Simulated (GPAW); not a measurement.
WC (Qusongite), 2 atoms in the cell. The structure is hexagonal, space group P-6m2 (No. 187). The conventional cell has a = 2.907 Å, b = 2.907 Å, c = 2.837 Å, α = 90.00°, β = 90.00°, γ = 120.00°. W (site symmetry -6m2) has 6 C at 2.20 Å as nearest neighbours. Around C (site symmetry -6m2) lie 6 W at 2.20 Å. 

| Quantity | Value |
| --- | --- |
| Program | GPAW 26.7.0 |
| Task | hybrid scf |
| Functional | r2SCANh |
| Dispersion | D4 |
| Potentials or basis | GPAW PAW data sets (gpaw-data 1.2.1) |
| Cutoff | 650 eV |
| Basis | pw |
| k mesh | 3 × 3 × 3 |
| Occupations | fermi-dirac, width 0.05 eV |
| Spin | no spin polarisation |
| Maxiter | 40 |
| Exx fraction | 0.1 |

Potentials or basis: GPAW PAW data sets (gpaw-data 1.2.1), pw.

The run is started by

```bash
$ OMP_NUM_THREADS=1 python run.py
```

Hardware: 1 thread of AMD EPYC 9R45 96-Core Processor (Zen 5) (shared host).

Q: Estimate the wall time of this run.

A: Wall time 3.1 min on 1 thread of AMD EPYC 9R45 96-Core Processor (Zen 5), on a shared host, peak memory 0.31 GiB. Counts: scf iterations 11, plane waves 792, bands 19, k points 6.
